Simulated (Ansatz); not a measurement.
Ti: checking dH/dP = V

Theory: DFT r2SCAN, scalar-relativistic, plane waves, PAW (Ansatz 0.2.0). Run with 500 eV cutoff, 12×12×14 k-mesh, Gaussian smearing of 0.10 eV, no spin polarisation.

The relaxed crystal:

```
Ti
1.0
     4.56802    0.00000    0.00000
    -2.28401    3.95602    0.00000
     0.00000    0.00000    2.82456
Ti
3
Direct
  0.00000 0.00000 0.00000
  0.33333 0.66667 0.50000
  0.66667 0.33333 0.50000
```

Cell and atoms were relaxed at each target pressure within the start's symmetry (P6/mmm), at zero temperature; other phases can be more stable under pressure. H = E + PV with P the target; E is the free energy at the smearing used, whose derivative the pressure is, per atom and counted from zero pressure. The mesh named is that at zero pressure; some other pressures ran on another.

| P (GPa) | V (Å³/atom) | E − E0 (meV) | H − H0 (meV) |
| --- | --- | --- | --- |
| 0 | 17.014 | 0.0 | 0.0 |
| 2 | 16.737 | 1.7 | 210.6 |
| 5 | 16.357 | 10.0 | 520.4 |
| 10 | 15.796 | 35.9 | 1021.9 |
| 20 | 14.872 | 121.3 | 1977.8 |
| 40 | 13.518 | 369.5 | 3744.4 |

Thermodynamics gives dH/dP = V along a relaxed path. Integrate V over P by the trapezoid rule and compare with the computed enthalpies.

With 1 eV/Å³ = 160.22 GPa, each step adds the mean volume times ΔP / 160.22:
| P (GPa) | ∫V dP (meV) | H − H0 (meV) | difference (meV) |
| --- | --- | --- | --- |
| 2 | 210.7 | 210.6 | 0.0 |
| 5 | 520.5 | 520.4 | 0.1 |
| 10 | 1022.2 | 1021.9 | 0.3 |
| 20 | 1979.3 | 1977.8 | 1.5 |
| 40 | 3751.3 | 3744.4 | 6.9 |

V(P) curves upward, so the trapezoid rule runs high; integrating a smooth curve through the same points (P as a polynomial of degree 4 in ln V) puts that excess at about 6.8 meV at 40 GPa, against the 6.9 meV found.

At 40 GPa, how much of the enthalpy change is stored energy and how much is the PV term?

E rises by 369 meV/atom and PV is 40 × 13.518 / 160.22 = 3375 meV/atom, so PV makes 90 % of ΔH. So between rival structures at high pressure a small difference in volume can outweigh the difference in energy: 1 % of this volume is worth 33.7 meV/atom at this pressure.

What bulk modulus do the lowest pressures give, and how is the compression shared among the axes?

From the pressures that the runs reached, -2.00 GPa (17.314 Å³) and 2.00 GPa (16.737 Å³), B = −ΔP/Δln V = 4.00 / 0.0339 = 118 GPa, a mean over that range. The linear compressibilities −Δln(length)/ΔP are 2.96 along a, 2.96 along b, 2.55 along c (in TPa⁻¹). With fixed angles they add up to 1/B: 8.46 against 8.46. Softest: a and b, at 35 % of the volume change per axis.

This form isn't the element's structure at ambient conditions.